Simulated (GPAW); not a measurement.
The system is Fe.

```
Fe
1.0
    -1.44300    1.44300    1.44300
     1.44300   -1.44300    1.44300
     1.44300    1.44300   -1.44300
Fe
1
Direct
  0.00000 0.00000 0.00000
```

```yaml
Program: GPAW 26.7.0
Task: single point
Functional: PBE
Potentials_or_basis: GPAW PAW data sets (gpaw-data 1.2.1)
Cutoff: 600 eV
Basis: pw
k_mesh: 13 × 13 × 13
Occupations: fermi-dirac, width 0.05 eV
Spin: collinear spin, ferromagnetic start
Starting_moments: "[3.0] μB"
```

On this cell: pressure -8.0 GPa; net moment 2.25 μB per cell; site moments Fe +2.29 μB; band gap on the k mesh none (metal or under the smearing width).

The same run follows on a disturbed copy (cell strained at random at fixed volume):

```
Fe
1.0
    -1.48153    1.43424    1.45901
     1.46753   -1.43096    1.44173
     1.45354    1.40297   -1.45574
Fe
1
Direct
  0.98721 0.99305 0.98531
```

Task: What changes?

Result: The energy (extrapolated to zero smearing) moves by +3.1 meV/atom; pressure -7.8 GPa; net moment 2.25 μB per cell; site moments Fe +2.30 μB; band gap on the k mesh none (metal or under the smearing width).

Stress tensor (GPa, compression positive):
```
-8.89  1.49  0.64
 1.49 -6.16 -0.06
 0.64 -0.06 -8.29
```
